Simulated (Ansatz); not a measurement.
**In5GaP6: what a guessed cell relaxes into**

Where does this trial cell of In5GaP6 go when cell and atoms are let free?

Method: DFT PBE, scalar-relativistic, plane waves, PAW, in Ansatz 0.2.0.

## (1) The system as given

It takes space group P-3m1 (No. 164, trigonal). The conventional cell has a = 3.974 Å, b = 3.974 Å, c = 19.469 Å, α = 90.00°, β = 90.00°, γ = 120.00°. Around In (site symmetry 3m) lie 6 P at 2.81 Å. In (site symmetry -3m) is surrounded by 6 P at 2.81 Å. Ga (site symmetry -3m) has 6 P at 2.81 Å as nearest neighbours. P (site symmetry 3m) is surrounded by 3 Ga at 2.81 Å and 3 In at 2.81 Å. P (site symmetry 3m) is surrounded by 6 In at 2.81 Å.

As a file:

```
In Ga P
1.0
     3.97409    0.00000    0.00000
    -1.98705    3.44167    0.00000
     0.00000    0.00000   19.46901
In Ga P
5 1 6
Direct
  0.66667 0.33333 0.66667
  0.33333 0.66667 0.33333
  0.66667 0.33333 0.16667
  0.00000 0.00000 0.00000
  0.33333 0.66667 0.83333
  0.00000 0.00000 0.50000
  0.33333 0.66667 0.58333
  0.66667 0.33333 0.41667
  0.00000 0.00000 0.25000
  0.33333 0.66667 0.08333
  0.66667 0.33333 0.91667
  0.00000 0.00000 0.75000
```

The start is an ordering of an alloy on its end members' structure types: elements ordered on the sites of the InP type, Ga/In on In (P-3m1, No. 164).

## (2) Probe: one point on a coarse mesh

input.yaml

```yaml
crystal:
  lattice:
    - [3.97409441, 0.0, 0.0]
    - [-1.98704721, 3.44166672, 0.0]
    - [0.0, 0.0, 19.46900699]
  atoms:
    - { symbol: In, position: [0.66666667, 0.33333333, 0.66666667] }
    - { symbol: In, position: [0.33333333, 0.66666667, 0.33333333] }
    - { symbol: In, position: [0.66666667, 0.33333333, 0.16666667] }
    - { symbol: In, position: [0.0, 0.0, 0.0] }
    - { symbol: In, position: [0.33333333, 0.66666667, 0.83333333] }
    - { symbol: Ga, position: [0.0, 0.0, 0.5] }
    - { symbol: P, position: [0.33333333, 0.66666667, 0.58333333] }
    - { symbol: P, position: [0.66666667, 0.33333333, 0.41666667] }
    - { symbol: P, position: [0.0, 0.0, 0.25] }
    - { symbol: P, position: [0.33333333, 0.66666667, 0.08333333] }
    - { symbol: P, position: [0.66666667, 0.33333333, 0.91666667] }
    - { symbol: P, position: [0.0, 0.0, 0.75] }
basis:
  ecutwfc: 420
kpoints:
  mp_grid: { grid: [6, 6, 1] }
hamiltonian:
  xc: pbe
scf:
  occupations: { method: gaussian, width: 0.1 }
  lower_state_search: "off"
output:
  forces: true
  stress: true
  eigenvalues: true
```

Command:

```
> ansatz run input.yaml --threads 1 --pin off --max-ram 2560MiB --backend cpu --events-out ev --progress --plain --runs-dir out
```

Further runs follow: coarse relaxation; relaxation on the finer mesh.

What does the calculation give? Wanted: conventional cell; volume; energy over the elements, black P; gap on the mesh.

The runs gave:

| quantity | value |
| --- | --- |
| symmetry at the end (tolerance 0.05 Å) | space group P-3m1 (No. 164) |
| conventional cell | a = 3.880 Å, b = 3.880 Å, c = 18.920 Å, α = 90.00°, β = 90.00°, γ = 120.00° |
| volume | 20.55 Å³/atom |
| energy over the elements, black P | +0.01 eV/atom |
| gap on the mesh | none (metal) |

What this shows: The space group P-3m1 (No. 164) is kept, and the volume per atom shrinks by 7.4 % from the first guess. The formation energy of this structure is too near zero to say whether it is bound against the elements. No finished test with a distortion of lower symmetry is shown, so the end may be a saddle point.
